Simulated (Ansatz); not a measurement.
**TiC: energy along a strain**

TiC, Fm-3m, a = 4.293 Å. Ansatz: PBEsol, PAW, 420 eV, Γ-centred 24×24×24 mesh on 2 atoms, Gaussian smearing 0.15 eV; no spin polarisation. Cell vectors (Å): 0.000 2.147 2.147; 2.147 0.000 2.147; 2.147 2.147 0.000. The cell is strained by x per cent times the pattern (0 0 0 1 0 0) in the order xx yy zz yz xz xy (engineering shears), with fractional coordinates held. y is the free energy over the start, V0 = 9.892 Å³/atom. Symmetry makes y even in x.

```tsv
x (%)	y (meV/atom)
-6.00	?
-3.00	4.79
0.00	0.00
0.75	0.30
1.50	1.20
2.25	2.69
3.75	7.50
4.50	10.81
5.25	14.73
```

**Question.** Fit y = c2 x² + c4 x⁴ to the other rows, get the stiffness along the pattern, and predict the missing energy.

**Answer.** Least squares on the rows shown. y = 0.53170 x² + 0.00010059 x⁴. The clamped-ion stiffness p·C·p = 2 × 5.317 eV × 160.2 / 9.892 Å³ = 172 GPa, which is C44 in these axes. At x = -6.00 the fit asked for gives 19.27 meV/atom. The run gave 19.25 meV/atom, so the fit is 0.02 meV/atom too high, a small miss on the scale of the series.

The energy rises almost purely quadratically under this shear, and the small positive quartic term indicates only slight stiffening. The missing point lies beyond the largest fitted strain magnitude, so its close prediction supports that near-harmonic picture. The clamped-ion value of 172 GPa should also be the relaxed static C44: in rocksalt every atom sits on an inversion centre, which a homogeneous shear preserves, so no internal displacement is driven.

The sizeable resistance to shear probably reflects directional Ti 3d–C 2p bonding. This distortion tilts the Ti–C bonds away from right angles while changing their lengths only at second order, so it chiefly tests bond bending. In TiC the bonding p–d states are essentially filled and the Fermi level lies near a pseudogap, which favours a stiff response, although the energies alone cannot separate this from the electrostatic and metal–metal contributions. A single shear constant establishes neither the elastic anisotropy nor full mechanical stability, both of which also require the response to axial strains.
